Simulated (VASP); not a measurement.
Set up this calculation in VASP 6.6.1, as the native input.

* Task: relaxation of cell and atoms
* Functional: PBEsol
* Potentials or basis: VASP PAW PBE potentials, release 64 (Ir)
* Cutoff: 580 eV
* k mesh: 18 × 18 × 10
* Occupations: gaussian, width 0.1 eV
* Spin: no spin polarisation
* Further INCAR settings: ALGO = Normal; EDIFF = 1e-07; IBRION = 2; EDIFFG = -0.005; NSW = 90; ISIF = 3

The structure of Ir lies in POSCAR:

```
Ir
1.0
    2.7181147100      0.0000000000      0.0000000000
   -1.3590573500      2.3539563900      0.0000000000
    0.0000000000      0.0000000000      4.4386813200
Ir
2
Direct
    0.3333333300      0.6666666700      0.2500000000
    0.6666666700      0.3333333300      0.7500000000
```

This isn't the form of Ir at room conditions, which is fcc.

The input as run:

INCAR

```
PREC = Accurate
ENCUT = 580
EDIFF = 1E-7
ISMEAR = 0
SIGMA = 0.1
LREAL = False
LASPH = True
NELM = 80
ALGO = Normal
ISIF = 3
LWAVE = False
LCHARG = False
GGA = PS
IBRION = 2
NSW = 90
EDIFFG = -0.005
```

KPOINTS

```
Automatic mesh
0
Gamma
  18 18 10
```

Potentials or basis: VASP PAW PBE potentials, release 64 (Ir).

Launch:

```sh
$ cat potpaw_PBE.64/Ir/POTCAR > POTCAR
$ mpirun -np 1 vasp_std > vasp.out
```

It gave:

```
Relaxed volume                         : 14.15 Å³/atom
Relaxed cell                           : a = 2.721 Å, b = 2.721 Å, c = 4.412 Å, α = 90.00°, β = 90.00°, γ = 120.00°
Space group after relaxing (to 0.05 Å) : P6_3/mmc (No. 194)
Energy gained by relaxing              : 0.8 meV/atom
Ionic steps                            : 5
Pressure after relaxing                : 0.0 GPa
Band gap on the k mesh                 : none (metal or under the smearing width)
```

Caveat: the PAW data sets were made with another functional, which shifts forces and pressure a little.

It took 3.8 min on 1 thread of Intel(R) Xeon(R) Platinum 8488C (Sapphire Rapids) (shared host), peak memory 0.23 GiB.
